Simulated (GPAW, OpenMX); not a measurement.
Given: the input of a run of OpenMX 3.8.5 on Sn. 

Sn.dat

```
System.CurrrentDirectory             ./
System.Name                          Sn
DATA.PATH                            ./DFT_DATA13
level.of.stdout                      1
level.of.fileout                     0
Species.Number                       1
<Definition.of.Atomic.Species
  Sn  Sn7.0-s3p2d2           Sn_PBE13
Definition.of.Atomic.Species>

Atoms.Number                         2
Atoms.SpeciesAndCoordinates.Unit     FRAC
<Atoms.SpeciesAndCoordinates
    1  Sn    0.0000000000    0.0000000000    0.0000000000   7.000  7.000
    2  Sn    0.7500000000    0.2500000000    0.5000000000   7.000  7.000
Atoms.SpeciesAndCoordinates>

Atoms.UnitVectors.Unit               Ang
<Atoms.UnitVectors
    -2.9401404553    2.9401404553    1.5993019889
     2.9401404553   -2.9401404553    1.5993019889
     2.9401404553    2.9401404553   -1.5993019889
Atoms.UnitVectors>

scf.XcType                           GGA-PBE
scf.SpinPolarization                 off
scf.ElectronicTemperature            580.226
scf.energycutoff                     260.0
scf.maxIter                          100
scf.EigenvalueSolver                 band
scf.Kgrid                            9 9 9
scf.Mixing.Type                      rmm-diisk
scf.Init.Mixing.Weight               0.05
scf.Min.Mixing.Weight                0.001
scf.Max.Mixing.Weight                0.3
scf.Mixing.History                   25
scf.Mixing.StartPulay                8
scf.criterion                        1.0e-8
scf.stress.tensor                    on
MD.Type                              nomd
```

Potentials or basis: OpenMX 2013 PBE set, Sn7.0-s3p2d2, grid cutoff 260 Ry.

Run with:

```console
$ openmx Sn.dat -nt 1 > Sn.std
```

Problem. Translate it to GPAW 26.7.0 (ASE script). Potentials or basis there: GPAW PAW data sets (gpaw-data 1.2.1), cutoff 600 eV.

Solution. As run (cutoffs and basis follow the program's own potentials, and thresholds, step limits or extra output files can differ):

Contents of run.py:

```python
from ase import Atoms
from ase.dft.bandgap import bandgap
from ase.io import write
from ase.units import GPa
from gpaw import GPAW, PW

atoms = Atoms(['Sn', 'Sn'],
              cell=[[-2.9401404553, 2.9401404553, 1.5993019889],
                    [2.9401404553, -2.9401404553, 1.5993019889],
                    [2.9401404553, 2.9401404553, -1.5993019889]],
              scaled_positions=[[0.0, 0.0, 0.0],
                                [0.75, 0.25, 0.5]],
              pbc=True)

calc = GPAW(mode=PW(600),
            xc='PBE',
            kpts={'size': (9, 9, 9), 'gamma': True},
            occupations={'name': 'fermi-dirac', 'width': 0.05},
            nbands=24,
            convergence={'density': 1e-05, 'energy': 1e-05},
            maxiter=150,
            txt='gpaw.txt')
atoms.calc = calc
energy = atoms.get_potential_energy()
forces = atoms.get_forces()
stress = atoms.get_stress()
calc.write('gs.gpw')
write('result.traj', atoms)
print(f'Energy: {energy:.6f} eV')
print('Forces (eV/A):')
print(forces.round(4))
print('Stress (GPa):', (stress / GPa).round(3))
print('Fermi level:', round(calc.get_fermi_level(), 4), 'eV')
print(f'Gap: {bandgap(calc)[0]:.4f} eV, direct: {bandgap(calc, direct=True)[0]:.4f} eV')
```

Potentials or basis: GPAW PAW data sets (gpaw-data 1.2.1), pw.

Launch:

```bash
$ OMP_NUM_THREADS=1 python run.py
```

Both were run:

|  | OpenMX | GPAW |
| --- | --- | --- |
| Pressure | -7.0 GPa | 1.1 GPa |

The two runs disagree by more than potentials and bases usually give (in gap, levels, pressure or energy); the cause wasn't traced.

Pressure is positive in compression.
